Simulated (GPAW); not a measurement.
# WC (Qusongite) (P-6m2) in GPAW: convergence with density grid spacing (A)

Aim: find how far density grid spacing (A) must go before the results for WC (Qusongite) settle, at PBE. This setting moves, with any that are tied to it; all else stays.

All numbers are computed with GPAW 26.7.0; they aren't measurements. Logs are shortened: lines on timing, memory, paths and dates and some standing lists are left out, and cuts for length are marked. The log counts tension as positive stress, the text compression.

## 1. Starting point

The structure is hexagonal, space group P-6m2 (No. 187). Conventional cell: a = 2.907 Å, b = 2.907 Å, c = 2.837 Å, α = 90.00°, β = 90.00°, γ = 120.00°. W (site symmetry -6m2) is surrounded by 6 C at 2.20 Å. C (site symmetry -6m2) has 6 W at 2.20 Å as nearest neighbours.

## 2. With density grid spacing (A) 0.24

Contents of run.py:

```python
from ase.dft.bandgap import bandgap
from ase.io import read, write
from ase.units import GPa
from gpaw import GPAW, PW

atoms = read('POSCAR')

calc = GPAW(mode=PW(800),
            h=0.24,
            xc='PBE',
            kpts={'size': (8, 8, 7), 'gamma': True},
            occupations={'name': 'fermi-dirac', 'width': 0.05},
            nbands=19,
            convergence={'density': 1e-05, 'energy': 1e-05},
            maxiter=100,
            txt='gpaw.txt')
atoms.calc = calc
energy = atoms.get_potential_energy()
forces = atoms.get_forces()
stress = atoms.get_stress()
calc.write('gs.gpw')
write('result.traj', atoms)
print(f'Energy: {energy:.6f} eV')
print('Forces (eV/A):')
print(forces.round(4))
print('Stress (GPa):', (stress / GPa).round(3))
print('Fermi level:', round(calc.get_fermi_level(), 4), 'eV')
print(f'Gap: {bandgap(calc)[0]:.4f} eV, direct: {bandgap(calc, direct=True)[0]:.4f} eV')
```

Contents of POSCAR:

```
WC
1.0
    2.9065000000      0.0000000000      0.0000000000
   -1.4532500000      2.5171028361      0.0000000000
    0.0000000000      0.0000000000      2.8366000000
W C
1 1
Direct
    0.0000000000      0.0000000000      0.0000000000
    0.6666666667      0.3333333333      0.5000000000
```

Potentials or basis: GPAW PAW data sets (gpaw-data 1.2.1), pw.

The run is started by

```
> OMP_NUM_THREADS=1 python run.py
```

Run time: 6 s. Hardware: 1 thread of Arm Neoverse V2, shared host; peak memory 0.15 GiB.

The calculation stopped without meeting its thresholds.

## 3. With density grid spacing (A) 0.2

Edit run.py of step 2 so:

```diff
@@ -8,3 +8,3 @@
 calc = GPAW(mode=PW(800),
-            h=0.24,
+            h=0.2,
             xc='PBE',
```

POSCAR is that of step 2.

Potentials or basis: GPAW PAW data sets (gpaw-data 1.2.1), pw.

The run is started by

```
> OMP_NUM_THREADS=1 python run.py
```

gpaw.txt:

```text
__  _  _
 | _ |_)|_||  |
 |__||  | ||/\| - 26.7.0

Input parameters:
  mode=PW(ecut=800.0),
  convergence={'density': 1e-05, 'energy': 1e-05},
  h=0.2,
  kpts=MonkhorstPack(size=(8, 8, 7), gamma=True),
  maxiter=100,
  nbands=19,
  occupations=Occupations(name='fermi-dirac', width=0.05),
  xc=XC(name='PBE')

Diagonalizing LCAO Hamiltonian
Converting LCAO to pw mode

           C

       W

Atoms  # Å, Bohr magnetons
|   | symbol |        x |        y |        z |    initial magnetic moments |
|---|--------|----------|----------|----------|-----------------------------|
| 0 |      W | 0.000000 | 0.000000 | 0.000000 | ( 0.0000,  0.0000,  0.0000) |
| 1 |      C | 1.453250 | 0.839034 | 1.418300 | ( 0.0000,  0.0000,  0.0000) |

Unit cell  # Å
| periodic |         x |        y |        z |  lengths |     angles |
|----------|-----------|----------|----------|----------|------------|
|      yes |  2.906500 | 0.000000 | 0.000000 | 2.906500 |  90.000000 |
|      yes | -1.453250 | 2.517103 | 0.000000 | 2.906500 |  90.000000 |
|      yes |  0.000000 | 0.000000 | 2.836600 | 2.836600 | 120.000000 |

Number of symmetries: 12
Symmetry operations  # r_c * U_cc + t_c -> r_c
|    | kind |            matrix            |
|----|------|------------------------------|
|  0 |  σ   |  1, 1, 0,  0,-1, 0,  0, 0, 1 |
|  1 |  C2  |  1, 1, 0,  0,-1, 0,  0, 0,-1 |
|  2 |  E   |  1, 0, 0,  0, 1, 0,  0, 0, 1 |
|  3 |  σ   |  1, 0, 0,  0, 1, 0,  0, 0,-1 |
|  4 |  C3  |  0, 1, 0, -1,-1, 0,  0, 0, 1 |
|  5 |  S3  |  0, 1, 0, -1,-1, 0,  0, 0,-1 |
|  6 |  σ   |  0,-1, 0, -1, 0, 0,  0, 0, 1 |
|  7 |  C2  |  0,-1, 0, -1, 0, 0,  0, 0,-1 |
|  8 |  σ   | -1, 0, 0,  1, 1, 0,  0, 0, 1 |
|  9 |  C2  | -1, 0, 0,  1, 1, 0,  0, 0,-1 |
| 10 |  C3  | -1,-1, 0,  1, 0, 0,  0, 0, 1 |
| 11 |  S3  | -1,-1, 0,  1, 0, 0,  0, 0,-1 |

BZ-sampling:
  Number of BZ points: 448
  Number of IBZ points: 40

  Monkhorst-Pack size: [8, 8, 7]
  Monkhorst-Pack shift: [0.0625, 0.0625, 0.0]

K-points  # in reciprocal-cell coordinates
|     |                                coordinates |     weight |
|-----|--------------------------------------------|------------|
|   0 | (  0.00000000,   0.00000000,   0.00000000) | 0.00223214 |
|   1 | (  0.00000000,   0.00000000,   0.14285714) | 0.00446429 |
|   2 | (  0.00000000,   0.00000000,   0.28571429) | 0.00446429 |
|   3 | (  0.00000000,   0.00000000,   0.42857143) | 0.00446429 |
|   4 | (  0.12500000,   0.00000000,   0.00000000) | 0.01339286 |
|   5 | (  0.12500000,   0.00000000,   0.14285714) | 0.02678571 |
|   6 | (  0.12500000,   0.00000000,   0.28571429) | 0.02678571 |
|   7 | (  0.12500000,   0.00000000,   0.42857143) | 0.02678571 |
|   8 | (  0.25000000,  -0.12500000,   0.00000000) | 0.01339286 |
|   9 | (  0.25000000,  -0.12500000,   0.14285714) | 0.02678571 |
| ... |                                            |            |
|  39 | (  0.50000000,   0.50000000,   0.42857143) | 0.01339286 |

Plane wave coefficients: 1085
Cutoff: 800.0 eV

Spin-components: 1 (collinear spins)
Bands:           19
Projectors:      11
Spin-degeneracy: 2
Datatype:        complex128

Parallelization:
  kpt:    1
  domain: 1
  band:   1

Density:
  Valence electrons: 18.0
  Components: 1
  Grid points: [15 15 15]
  Charge: 0.0  # |e|

Potential:
  Grid points: [15 15 15]

species:
  W:
    name:    Tungsten
    Z:       74.0
    valence: 14
    core:    60
    charge:  0.0  # [|e|]
    compensation charges:
      type: gauss
      rc: 0.40  # [Å]
      lmax: 2
    cutoffs:
      filter: 2.36  # [Å]
      core: 3.02  # [Å]
    projectors
    | kind |    occ | energy [eV] | rcut [Å] |
    |------|--------|-------------|----------|
    |   5s |  2.000 |     -78.830 |    1.344 |
    |   6s |  2.000 |      -5.697 |    1.344 |
    |   5p |  6.000 |     -43.233 |    1.355 |
    |   6p |  0.000 |      -1.367 |    1.355 |
    |   5d |  4.000 |      -4.494 |    1.228 |
    |    d |        |      22.717 |    1.228 |

    Using partial waves for W as LCAO basis

  C:
    name:    Carbon
    Z:       6.0
    valence: 4
    core:    2
    charge:  0.0  # [|e|]
    compensation charges:
      type: gauss
      rc: 0.20  # [Å]
      lmax: 2
    cutoffs:
      filter: 1.14  # [Å]
      core: 1.14  # [Å]
    projectors
    | kind |    occ | energy [eV] | rcut [Å] |
    |------|--------|-------------|----------|
    |   2s |  2.000 |     -13.751 |    0.635 |
    |   2p |  2.000 |      -5.284 |    0.635 |
    |    s |        |      13.461 |    0.635 |
    |    p |        |      21.927 |    0.635 |
    |    d |        |       0.000 |    0.635 |

    Using partial waves for C as LCAO basis

Reference energy: -439799.299771  # eV

eigensolver:
  PPCG
  Converge bands: occupied
  niter=2

density mixing:
  MSR1-Mixer
  Pratt-step length: 0.05
  Maximum mixing coefficient: 0.75
  Old densities: 10
  SVD Regularization: 0.005
  Good broyden scale: 1.0
  Trust region scale: 1.0
  Backstep threshold: 4.0
  History deletion threshold: 6.0
  Fourier metric: weight=20.0, sigma=0.015

occupation numbers:
  Fermi-Dirac:
    width: 0.0500  # eV

poisson solver:
  ecut: 6400.0  # eV

xc functional:
  name: PBE with 2 nearest neighbor stencil

convergence criteria:
- Maximum integral of absolute [dens]ity change: 1e-05 electrons / valence electron
- Maximum [total energy] change in last 3 cyles: 1e-05 eV / valence electron
- Maximum integral of absolute [eigenst]ate change: 4e-08 eV^2 / valence electron
maximum number of iterations: 100

SCF iterations
|iter     | |      energy | eigst |  dens |
|---------|-|-------------|-------|-------|
|iter:   1| |  -22.658300 | -0.14 |       |
|iter:   2| |  -22.175249 | -2.66 | -0.93 |
|iter:   3| |  -21.104957 | -1.68 | -0.99 |
|iter:   4| |  -21.112154 | -3.61 | -1.70 |
|iter:   5| |  -21.119442 | -3.67 | -1.93 |
|iter:   6| |  -21.119407 | -5.60 | -3.05 |
|iter:   7| |  -21.119411c| -6.79 | -3.60 |
|iter:   8| |  -21.119411c| -8.20c| -4.30 |
|iter:   9| |  -21.119411c| -8.20c| -4.97 |
|iter:  10| |  -21.119411c| -9.14c| -5.79c|

Converged in 10 steps
Energy contributions relative to reference atoms: (reference = -439799.299771)

Energy contributions:
  Kinetic:          17.123580
  Coulomb:         -18.806590
  Zero:              0.061826
  External:          0.000000
  Xc:              -19.497341
  Entropy:          -0.001774
  Spinorbit:         0.000000
  ----------------------------
  Free energy:     -21.120298
  Extrapolated:    -21.119411

dipole moment: (-4.692372, -9.807074, -10.578680)  # |e|*Ang

Fermi level: 14.279
Eigenvalues  # (at kpt = [0.000, 0.000, 0.000])
| band index |      eig [eV] | occ [0-2] |
|------------|---------------|-----------|
|          0 |       -59.646 |     2.000 |
|          1 |       -23.900 |     2.000 |
|          2 |       -23.781 |     2.000 |
|          3 |       -23.781 |     2.000 |
|          4 |        -0.279 |     2.000 |
|          5 |         9.845 |     2.000 |
[... 9 lines left out ...]
|         15 |        30.947 |     0.000 |
|         16 |        30.947 |     0.000 |
|        ... |               |           |
|         18 |        38.128 |     0.000 |

No gap
No difference between direct/indirect transitions

Forces  # eV/Ang
|        x |        y |       z |
|----------|----------|---------|
| -0.00000 |  0.00000 | 0.00000 |  # W    0
|  0.00000 | -0.00000 | 0.00000 |  # C    1

Stress tensor  # eV/Ang^3
|         x |         y |         z |
|-----------|-----------|-----------|
| -0.035018 |  0.000000 |  0.000000 |
|  0.000000 | -0.035018 |  0.000000 |
|  0.000000 |  0.000000 | -0.029227 |

# Writing to gs.gpw (mode='')
```

It took 8.7 s on 1 thread of Arm Neoverse V2, shared host; peak memory 0.15 GiB.

Results:

```yaml
Free_energy: -21.1203 eV
Pressure: 5.3 GPa
Band_gap_on_the_k_mesh: none (metal or under the smearing width)
```

## 4. With density grid spacing (A) 0.17

Edit run.py of step 3 so:

```diff
@@ -8,3 +8,3 @@
 calc = GPAW(mode=PW(800),
-            h=0.2,
+            h=0.17,
             xc='PBE',
```

POSCAR is that of step 3.

The run is started by

```
> OMP_NUM_THREADS=1 python run.py
```

It took 12 s on 1 thread of Arm Neoverse V2, shared host; peak memory 0.15 GiB.

Results:

```
Free energy            : -21.1201 eV
Pressure               : 5.3 GPa
Band gap on the k mesh : none (metal or under the smearing width)
```

## 5. With density grid spacing (A) 0.15

Edit run.py of step 4 so:

```diff
@@ -8,3 +8,3 @@
 calc = GPAW(mode=PW(800),
-            h=0.17,
+            h=0.15,
             xc='PBE',
```

POSCAR is that of step 4.

The run is started by

```
> OMP_NUM_THREADS=1 python run.py
```

It took 11 s on 1 thread of Arm Neoverse V2, shared host; peak memory 0.16 GiB.

Results (log left out):

* Free energy: -21.1201 eV
* Pressure: 5.3 GPa
* Band gap on the k mesh: none (metal or under the smearing width)

## 6. With density grid spacing (A) 0.13

Edit run.py of step 5 so:

```diff
@@ -8,3 +8,3 @@
 calc = GPAW(mode=PW(800),
-            h=0.15,
+            h=0.13,
             xc='PBE',
```

POSCAR is that of step 5.

Potentials or basis: GPAW PAW data sets (gpaw-data 1.2.1), pw.

The run is started by

```
> OMP_NUM_THREADS=1 python run.py
```

It took 19 s on 1 thread of Arm Neoverse V2, shared host; peak memory 0.17 GiB.

The run converged. Its results:

| Quantity | Value |
| --- | --- |
| Free energy | -21.1202 eV |
| Pressure | 5.3 GPa |
| Band gap on the k mesh | none (metal or under the smearing width) |

## 7. With density grid spacing (A) 0.11

Edit run.py of step 6 so:

```diff
@@ -8,3 +8,3 @@
 calc = GPAW(mode=PW(800),
-            h=0.13,
+            h=0.11,
             xc='PBE',
```

POSCAR is that of step 6.

The run is started by

```
> OMP_NUM_THREADS=1 python run.py
```

Wall time 25 s (1 thread of Arm Neoverse V2, shared host); peak memory 0.19 GiB.

Results (log left out):

```
Free energy            : -21.1202 eV
Pressure               : 5.3 GPa
Band gap on the k mesh : none (metal or under the smearing width)
```

## 8. With density grid spacing (A) 0.09

Edit run.py of step 7 so:

```diff
@@ -8,3 +8,3 @@
 calc = GPAW(mode=PW(800),
-            h=0.11,
+            h=0.09,
             xc='PBE',
```

POSCAR is that of step 7.

The run is started by

```
> OMP_NUM_THREADS=1 python run.py
```

Wall time 42 s (1 thread of Arm Neoverse V2, shared host); peak memory 0.25 GiB.

The run converged. Its results:

```
Free energy            : -21.1203 eV
Pressure               : 5.3 GPa
Band gap on the k mesh : none (metal or under the smearing width)
```

## 9. Result

```tsv
density grid spacing (A)	energy less the tightest run, at zero smearing (meV/atom)	SCF cycles	CPU time (s)	peak memory (GiB)
0.24	not converged	-	-	-
0.2	-0.02	10	8.7	0.15
0.17	0.10	10	12	0.15
0.15	0.06	10	11	0.16
0.13	0.03	10	19	0.17
0.11	0.01	10	25	0.19
0.09	0.00	10	42	0.25
```

Against the tightest run, the energy stays within 1 meV/atom from 0.2 on. The tightest run that finished is the yardstick and may itself not be fully converged.
